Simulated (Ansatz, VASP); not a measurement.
**TaN: VASP beside Ansatz**

INCAR

```
SYSTEM = TaN
ALGO = Normal
EDIFF = 1E-7
ENCUT = 520
GGA = PS
ISIF = 2
ISMEAR = -1
LASPH = .True.
LCHARG = .False.
LREAL = .False.
LWAVE = .False.
NBANDS = 15
NELM = 80
PREC = Accurate
SIGMA = 0.02
```

KPOINTS

```
k-points
0
Gamma
  9 9 9
  0 0 0
```

The input POSCAR:

```
TaN
1.0
    0.0000000000      2.1643753983      2.1643753983
    2.1643753983      0.0000000000      2.1643753983
    2.1643753983      2.1643753983      0.0000000000
Ta N
1 1
Direct
    0.5000000000      0.5000000000      0.5000000000
    0.0000000000      0.0000000000      0.0000000000
```

Input for Ansatz:

```yaml
crystal:
  lattice:
    - [0.0, 2.1643753983, 2.1643753983]
    - [2.1643753983, 0.0, 2.1643753983]
    - [2.1643753983, 2.1643753983, 0.0]
  atoms:
    - { symbol: Ta, position: [0.5, 0.5, 0.5] }
    - { symbol: "N", position: [0.0, 0.0, 0.0] }
kpoints:
  mp_grid: { grid: [9, 9, 9] }
scf:
  occupations: { method: fermi_dirac, width: 0.02 }
hamiltonian:
  xc: pbesol
  pseudopotentials: { kind: all_electron, lapw: { basis_error: 0.0005 } }
output:
  forces: true
  stress: true
  eigenvalues: true
```

Change from the starting cell: volume scaled by 0.98.

Alike in both runs: task single point; functional PBEsol; k mesh 9 × 9 × 9; occupations fermi-dirac, width 0.02 eV; no spin polarisation.

|  | VASP | Ansatz |
| --- | --- | --- |
| version | VASP 6.6.1 | Ansatz 0.2.0 |
| potentials or method | VASP PAW PBE potentials, release 64 (Ta_pv, N) | all-electron LAPW, scalar-relativistic |
| plane-wave cutoff (eV) | 520 | see its input |

Ansatz gave:

```
pressure (GPa) : 12.2
```

What did VASP give for the same quantities?

Pressure (GPa): 13.5.

Ansatz ran all-electron here, so the differences hold the error of VASP's frozen core and of both bases.

Caveats: the PAW data sets were made with another functional, which shifts forces and pressure a little (VASP). The runs have no spin-orbit coupling, so splittings on Ta are missing.
